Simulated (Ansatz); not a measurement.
# Sn (I4/mmm) in Ansatz: further runs

Runs on Sn. Level: PBEsol0. Tasks: single point, relaxation of cell and atoms.

All numbers are computed with Ansatz 0.2.0; they aren't measurements. Logs are shortened: lines on timing, memory, paths and dates and some standing lists are left out, and cuts for length are marked.

**1. The crystal as given**

It takes space group I4/mmm (No. 139, tetragonal). The conventional cell has a = 4.058 Å, b = 4.058 Å, c = 3.322 Å, α = 90.00°, β = 90.00°, γ = 90.00°. Around Sn (site symmetry 4/mmm) lie 10 Sn at 3.32 Å.

This isn't the form of Sn at room conditions, which is tetragonal (white tin).

**2. Single point, PBEsol0**

input

```
crystal:
  lattice:
    - [-2.029189411, 2.029189411, 1.6607599896]
    - [2.029189411, -2.029189411, 1.6607599896]
    - [2.029189411, 2.029189411, -1.6607599896]
  atoms:
    - { symbol: Sn, position: [0.0, 0.0, 0.0] }
hamiltonian:
  xc: { exchange: pbesol, correlation: pbesol, exx: { coeff: 0.25 } }
  pseudopotentials: { kind: paw }
kpoints:
  mp_grid: { grid: [5, 5, 5] }
scf:
  occupations: { method: fermi_dirac, width: 0.05 }
output:
  forces: true
  stress: true
  eigenvalues: true
  write_density: true
  write_potential: true
  elf: true
  volumetric_format: npy
```

Potentials or basis: Ansatz PAW.

Standard output:

```text
Warning: output.stress: scf.convergence.dr2_threshold = 1e-7 eV (the SCF's general default) is looser than the 1e-10 eV advised for a printed stress (1e-10 eV for each atom of the cell: 1). What an SCF threshold leaves in a stress goes as its square root, and in the free energy as the threshold itself, and one threshold admits the most on a small cell: of the crystals measured, under no hybrid functional and no lock of the moments, on runs that ended without the residual-converged pass, on stresses that held no estimate of that error, the worst erred by over 100 MPa in a component at 1e-7 eV an atom and by under 5 at 1e-10. Set scf.convergence.dr2_threshold to 1e-10 eV or tighter. The threshold is an SCF's pass mark: one that does not reach it within its budget of iterations ends unconverged, or closes short of it on a stop that the run arms, and scf.convergence.dr2_threshold's page says what that costs each kind of run
Warning: output.stress: scf.exx.energy_threshold = 1e-6 eV is looser than the 1e-8 eV advised for a stress under a hybrid functional (1e-8 eV for each atom of the cell: 1). Every SCF of the exchange loop can meet its threshold on dr2 while the loop round them stops early: no threshold on dr2 bounds what that leaves in the stress. Set scf.exx.energy_threshold to 1e-8 eV or tighter. The threshold is the loop's pass mark: a loop that does not reach it within its budget of cycles ends unconverged, and scf.exx.energy_threshold's page has the law
GPUs: using 1 of 1 available (devices: 1).
Engine: ansatz 0.2.0, x86_64-unknown-linux-gnu
Pseudopotentials: kind: paw
Pseudopotential: Sn, paw, valence charge 14, recommended cutoff 420 eV (normal), Sn.paw.azcp
Functional definition: unnamed
  parameter a_1 = 0.25
  exchange = (1 - a_1)*pbe_x(mu = 0.12345679012345678) + a_1*exact_x
  correlation = pbe_c(beta = 0.046)
device memory: the entry about to start is reckoned to put 0.4 GiB on a device that reports 48.7 GiB free (of which the cap on the GPU budget leaves the run 18.0 GiB)
GPU FFT provider: cuFFT
GPU libraries: cuBLAS 13.8.2, cuFFT 12.4.0, cuSOLVER 12.3.4
Crystal: 1 atoms, lattice volume = 27.353 Å³
Basis set: ecut = 420 eV, 545 PW (Γ), exchange–correlation on 48×48×48 points (8 copies of the dense FFT grid, shifted against one another)
Bands: 11, of which v1, the nominal top of the filled ones, is band 7 counted from 1 (6 counted from 0)
Symmetry: 16 space group operations
Space group: I4/mmm (ITA 139), of the structure as read, at distance tolerance 3.0e-5 Å
k-points: 18 of 125
Non-local potential: Sn, projectors of the file, l = 0: 2, l = 1: 2, l = 2: 2, l = 3: 2
PAW form: soft (Blöchl's): semilocal exchange-correlation on the pseudo side does not see the compensation charge
PAW frozen core: Sn, regenerated for the run's functional, and the local potential with it (the file was generated under x = pbe(κ = 0.804, μ = 0.2195149727645171), c = pbe(β = 0.06672455060314922))
PAW one-centre angular grid: Sn, 590 points (default); XC on 64 Gauss nodes
Initial density: superposition of atomic densities (neutral atoms: chi_scale 0, normalization atom), corrected by the library's trained network
Initial wavefunctions: pseudopotential atomic-orbital guess
GPU buffer pool allocated for 13824 grid points (all kernels)
GPU transforms: local potential and band sums: pruned to the plane-wave sphere, on 24×24×24
Functional: x = pbesol(κ = 0.804, μ = 0.12345679012345678), c = pbesol(β = 0.046), warm-up for x = 0.75 pbesol(κ = 0.804, μ = 0.12345679012345678) + 0.25 exact, c = pbesol(β = 0.046)
SCF iter   1: F=—  HF=-5949.601488 eV  |F-HF|=—  |Δ(HF+E_count)|=         —  Δρ=3.07e-3  dr2=1.39e-3  ethr=1.77e-3  ⟨swp⟩=11.2  Hψ=967  notcnv=0
preconditioner: auto → none  [metal: Δε(μ)=0.069 eV  Ē_g=23.101 eV  σ=0.050 eV  W_gap=0.33  n_scr=4 (ndim 8)  ℏωp=26.6 eV  f_vac=0.000  D(μ)=2.41/eV (n_scr^D=34)  sad-step TF]
SCF iter   2: F=—  HF=-5949.601383 eV  |F-HF|=—  |Δ(HF+E_count)|=   1.05e-4  Δρ=1.53e-3  dr2=3.75e-4  ethr=9.90e-6  ⟨swp⟩=4.4  Hψ=579  notcnv=0  defer=4
iter 3 solved again at ethr=6.11e-8 eV; its pass at ethr=2.68e-6 eV (dr2=8.55e-6 eV) is discarded
SCF iter   3: F=—  HF=-5949.601325 eV  |F-HF|=—  |Δ(HF+E_count)|=   5.81e-5  Δρ=2.16e-4  dr2=8.76e-6  ethr=6.11e-8  ⟨swp⟩=4.1  Hψ=878  notcnv=0  defer=1
SCF iter   4: F=—  HF=-5949.601324 eV  |F-HF|=—  |Δ(HF+E_count)|=   1.19e-6  Δρ=2.50e-5  dr2=9.93e-8  ethr=6.11e-8  ⟨swp⟩=2.2  Hψ=329  notcnv=0
SCF iter   5: F=—  HF=-5949.601324 eV  |F-HF|=—  |Δ(HF+E_count)|=   1.70e-7  Δρ=6.84e-6  dr2=1.60e-8  ethr=7.09e-10  ⟨swp⟩=4.1  Hψ=576  notcnv=0
SCF iter   6: F=—  HF=-5949.601324 eV  |F-HF|=—  |Δ(HF+E_count)|=   5.33e-9  Δρ=2.34e-6  dr2=1.48e-9  ethr=1.14e-10  ⟨swp⟩=2.4  Hψ=338  notcnv=0
SCF iter   7: F=-5949.601324 eV  HF=-5949.601324 eV  |F-HF|=1.67e-10  |Δ(HF+E_count)|=  3.55e-10  Δρ=1.08e-6  dr2=2.99e-10  ethr=1.06e-11  ⟨swp⟩=3.8  Hψ=456  notcnv=0
SCF 1 converged in 7 iterations: F = -5949.601324 eV  dr2 = 2.99e-10
device memory: the entry about to start is reckoned to put 1.0 GiB on a device that reports 46.2 GiB free (of which the cap on the GPU budget leaves the run 18.0 GiB)
GPU FFT provider: cuFFT
GPU libraries: cuBLAS 13.8.2, cuFFT 12.4.0, cuSOLVER 12.3.4
Initial density: handed on by an earlier stage of this run
Initial wavefunctions: those handed on with the density
GPU buffer pool allocated for 13824 grid points (all kernels)
GPU transforms: local potential and band sums: pruned to the plane-wave sphere, on 24×24×24
Functional: x = 0.75 pbesol(κ = 0.804, μ = 0.12345679012345678) + 0.25 exact, c = pbesol(β = 0.046)
Exchange kernel: α = 0.2500, full range, Wigner–Seitz truncation, v(0) = 7861.8877 eV·Å³, q-mesh 5×5×5, nearest image of the exchange supercell L = 16.58 Å, pair-density grid 15×15×15, without the augmentation charges, whose exchange is taken in its separable form by FFT convolution over the k-point mesh (sized by the pseudopotential files, 20×20×20 at the most), smooth part of the exact exchange by density-matrix convolution in up to 1.01 GiB of GPU memory as planned if the GPU has room (build and FFT work areas not counted)
Frozen-core exchange: fock
iter 1 solved again at ethr=2.10e-5 eV; its pass at ethr=1.00e-1 eV (dr2=2.93e-3 eV) is discarded
SCF iter   1: F=—  HF=-5973.796956 eV  |F-HF|=—  |Δ(HF+E_count)|=         —  Δρ=5.17e-3  dr2=4.98e-3  ethr=2.10e-5  ⟨swp⟩=4.9  Hψ=1178  notcnv=0
preconditioner: auto → none  [insulator: Δε(μ)=0.288 eV  Ē_g=26.345 eV  σ=0.050 eV  W_gap=0.80  n_scr=4 (ndim 8)  ℏωp=26.6 eV  f_vac=0.000  D(μ)=0.84/eV (n_scr^D=4)]
SCF iter   2: F=—  HF=-5973.795189 eV  |F-HF|=—  |Δ(HF+E_count)|=   1.77e-3  Δρ=1.41e-3  dr2=1.71e-3  ethr=2.10e-5  ⟨swp⟩=3.0  Hψ=489  notcnv=0
SCF iter   3: F=—  HF=-5973.795122 eV  |F-HF|=—  |Δ(HF+E_count)|=   6.74e-5  Δρ=3.31e-4  dr2=1.45e-3  ethr=2.00e-6  ⟨swp⟩=2.0  Hψ=325  notcnv=0
SCF iter   4: F=—  HF=-5973.803672 eV  |F-HF|=—  |Δ(HF+E_count)|=   8.55e-3  Δρ=6.36e-4  dr2=5.55e-5  ethr=1.30e-7  ⟨swp⟩=4.6  Hψ=666  notcnv=0
SCF iter   5: F=-5973.803651 eV  HF=-5973.803651 eV  |F-HF|=4.38e-8  |Δ(HF+E_count)|=   2.10e-5  Δρ=1.64e-5  dr2=4.04e-6  ethr=1.30e-7  ⟨swp⟩=3.0  Hψ=430  notcnv=0
SCF 2 stopped early in 5 iterations: F = -5973.803651 eV  dr2 = 4.04e-6
hybrid outer 1: dexx = +8.785e-3 eV, tail = 3.00e-5 eV
GPU FFT provider: cuFFT
GPU libraries: cuBLAS 13.8.2, cuFFT 12.4.0, cuSOLVER 12.3.4
GPU buffer pool allocated for 13824 grid points (all kernels)
GPU transforms: local potential and band sums: pruned to the plane-wave sphere, on 24×24×24
Exchange kernel: α = 0.2500, full range, Wigner–Seitz truncation, v(0) = 7861.8877 eV·Å³, q-mesh 5×5×5, nearest image of the exchange supercell L = 16.58 Å, pair-density grid 15×15×15, without the augmentation charges, whose exchange is taken in its separable form by FFT convolution over the k-point mesh (sized by the pseudopotential files, 20×20×20 at the most), smooth part of the exact exchange by density-matrix convolution in up to 1.01 GiB of GPU memory as planned if the GPU has room (build and FFT work areas not counted)
Frozen-core exchange: fock
SCF iter   1: F=—  HF=-5973.803513 eV  |F-HF|=—  |Δ(HF+E_count)|=         —  Δρ=4.30e-5  dr2=4.17e-6  ethr=1.07e-6  ⟨swp⟩=4.1  Hψ=467  notcnv=0
preconditioner: auto → none  [insulator: Δε(μ)=0.554 eV  Ē_g=26.290 eV  σ=0.050 eV  W_gap=0.81  n_scr=4 (ndim 8)  ℏωp=26.6 eV  f_vac=0.000  D(μ)=0.78/eV (n_scr^D=4)]
SCF iter   2: F=—  HF=-5973.803513 eV  |F-HF|=—  |Δ(HF+E_count)|=   5.82e-7  Δρ=8.95e-6  dr2=3.98e-6  ethr=1.44e-9  ⟨swp⟩=4.2  Hψ=654  notcnv=0
SCF iter   3: F=—  HF=-5973.803600 eV  |F-HF|=—  |Δ(HF+E_count)|=   8.63e-5  Δρ=1.75e-5  dr2=6.65e-8  ethr=9.69e-11  ⟨swp⟩=5.3  Hψ=743  notcnv=0  defer=1
SCF iter   4: F=—  HF=-5973.803600 eV  |F-HF|=—  |Δ(HF+E_count)|=   1.38e-8  Δρ=2.62e-6  dr2=2.53e-8  ethr=9.69e-11  ⟨swp⟩=3.0  Hψ=422  notcnv=0
SCF iter   5: F=—  HF=-5973.803600 eV  |F-HF|=—  |Δ(HF+E_count)|=  4.88e-10  Δρ=5.84e-7  dr2=2.42e-8  ethr=6.06e-12  ⟨swp⟩=4.0  Hψ=488  notcnv=0
SCF iter   6: F=-5973.803600 eV  HF=-5973.803600 eV  |F-HF|=4.80e-10  |Δ(HF+E_count)|=   1.97e-7  Δρ=2.70e-6  dr2=1.80e-9  ethr=1.00e-12  ⟨swp⟩=5.0  Hψ=610  notcnv=0
SCF 3 converged in 6 iterations: F = -5973.803600 eV  dr2 = 1.80e-9
  Residual-converged pass: ⟨swp⟩=1.7  Hψ=216  notcnv=0  max |occ|·‖R‖ = 2.4e-6 eV (tolerance 2.4e-6 eV)  dr2=1.80e-9  dr2_onsite=2.97e-10  max |Δocc| = 3.3e-16
hybrid outer 2: dexx = +3.932e-7 eV, tail = 8.18e-9 eV, Δε = 8.55e-3 eV (about 2.81e-4 eV left of the loop's levels)
hybrid SCF converged: 2 outer / 11 inner (+7 warm-up), last move |dexx| = 3.93e-7 eV, tail = 8.18e-9 eV
Stability not checked: this state was not tested for a lower state beside it, because the functional holds exact exchange (a hybrid, or Hartree-Fock), whose exchange loop this test does not read (fock_operator; see scf.lower_state_search)
Free energy (F): -5973.803600 eV
Frozen-core exchange: fock
Harris-Foulkes:  -5973.803600 eV  (|F-HF|=4.80e-10)
Internal energy: -5973.797271 eV  (E = F + TS)
E sigma→0 (E₀):  -5973.800435 eV
Entropy (-TS):   -0.006329 eV (-6.329 meV/atom)
Fermi energy:    10.404718 eV
--- Per-component energies (eV) ---
  E_band       = -114.949519
  E_kinetic    = 185.906691
  E_local      = -833.185958  (includes V_loc(G=0)·N_el)
  E_nonlocal   = -31.852222
  E_hartree    = 523.204730
  E_xc         = -291.036764
  E_vxc        = -75.148162  (∫ρ·V_xc dr)
  E_exx        = -41.763675  (= α·E_x^exact, valence–valence)
  E_paw        = -4134.979030  (= ΣΔE_a)
  E_vpaw       = -323.552130  (= ΣTr[D̂ρ^β])
  E_aug_tail   = -0.000000  (compensation charges beyond the density's cutoff)
  E_ewald      = -1350.557974
  E_core_change = 0.466932  (= ΣΔE_core)
  E_smearing   = -0.006329  (= −TS)
  E_closure    = 0.000000  (closes the sum)
  Σ components = -5973.803600   (vs F -5973.803600, Δ=0.00e0)
--- Forces (eV/Å), atoms counted from 1 ---
  atom   1  Sn     0.00000000     0.00000000     0.00000000
  max |Σ_I F_I| component: 3.16e-30 eV/Å
--- Stress (GPa, compression-positive) ---
       -2.271592       0.000000       0.000000
        0.000000      -2.271592       0.000000
        0.000000       0.000000       2.045417
  P = ⅓ Tr σ = -0.8326 GPa (-8.326 kbar)
--- Band table (eV; the first three rows and the last of 18) ---
  k-point 0: bands = ["-13.6808", "-13.5912", "-13.5912", "-13.5863", "-13.4747", "-2.3155", "18.4544", "18.4544", "21.2489", "21.9051", "23.0654"]
  k-point 1: bands = ["-13.6456", "-13.6014", "-13.6003", "-13.5355", "-13.4914", "-1.4864", "12.7602", "18.9800", "19.4071", "22.7465", "22.9681"]
  k-point 2: bands = ["-13.6380", "-13.6148", "-13.5784", "-13.5180", "-13.4430", "0.9340", "6.2697", "17.6469", "19.4875", "22.1745", "22.7265"]
  k-point 17: bands = ["-13.6932", "-13.6253", "-13.4589", "-13.4561", "-13.4506", "4.1602", "8.9445", "9.7950", "14.0973", "16.0511", "17.8111"]
```

Wall time 11 s (1 × NVIDIA H100 80GB HBM3 with 2 threads of AMD EPYC 7R13 (Zen 3), shared host); peak memory 1.5 GiB.

What came out:

```
Free energy            : -5973.8036 eV
Pressure               : -0.8 GPa
Band gap on the k mesh : none (metal or under the smearing width)
```

Caveat: the k mesh is coarse (spacing up to 0.49 Å⁻¹), so the values aren't converged, least of all with exact exchange; the PAW data sets come from PBE, with cores solved anew for the run's functional, which leaves a small shift of forces and pressure; the thresholds are loose for stress.

**3. Relaxation of cell and atoms, PBEsol0**

input, as its differences from that of step 2:

```diff
@@ -18,5 +18,5 @@
   eigenvalues: true
-  write_density: true
-  write_potential: true
-  elf: true
-  volumetric_format: npy
+relax:
+  f_tol: 0.01
+  max_steps: 40
+  cell: { stress_tol: 0.05 }
```

Potentials or basis: Ansatz PAW.

Run time: 39 s. Hardware: 1 × NVIDIA H100 80GB HBM3 with 2 threads of AMD EPYC 7R13 (Zen 3), shared host; peak memory 1.6 GiB.

Results (log left out):

```
Free energy                            : -5973.8130 eV
Relaxed volume                         : 26.87 Å³/atom
Relaxed cell                           : a = 3.288 Å, b = 3.288 Å, c = 3.288 Å, α = 105.27°, β = 105.27°, γ = 118.24°
Space group after relaxing (to 0.05 Å) : I4/mmm (No. 139)
Energy gained by relaxing              : 9.4 meV/atom
Ionic steps                            : 5
Pressure after relaxing                : 0.0 GPa
Band gap on the k mesh                 : none (metal or under the smearing width)
```

Step by step:
| step | energy change (eV) | largest force (eV/Å) | volume (Å³) |
| --- | --- | --- | --- |
| 1 | 0.0000 | 0.0000 | 27.35 |
| 2 | -0.0082 | 0.0000 | 26.80 |
| 3 | -0.0095 | 0.0000 | 26.91 |
| 4 | -0.0095 | 0.0000 | 26.87 |
| 5 | -0.0094 | 0.0000 | 26.87 |

Final structure:
```
CELL_PARAMETERS angstrom
-1.99520 1.99520 1.68723
1.99520 -1.99520 1.68723
1.99520 1.99520 -1.68723
ATOMIC_POSITIONS crystal
Sn 0.00000 0.00000 0.00000
```

Levels at points of the mesh, in eV from the Fermi level:
```tsv
k point	band 5	band 6	band 7	band 8	band 9	band 10
(0.00, 0.00, 0.00)	-23.90	-12.88	8.46	8.46	10.70	11.97
```

Caveat: the k mesh is coarse (spacing up to 0.49 Å⁻¹), so the values aren't converged, least of all with exact exchange; the plane-wave basis is chosen anew once the cell has moved, so the energies of steps on either side of that aren't comparable; the PAW data sets come from PBE, with cores solved anew for the run's functional, which leaves a small shift of forces and pressure.
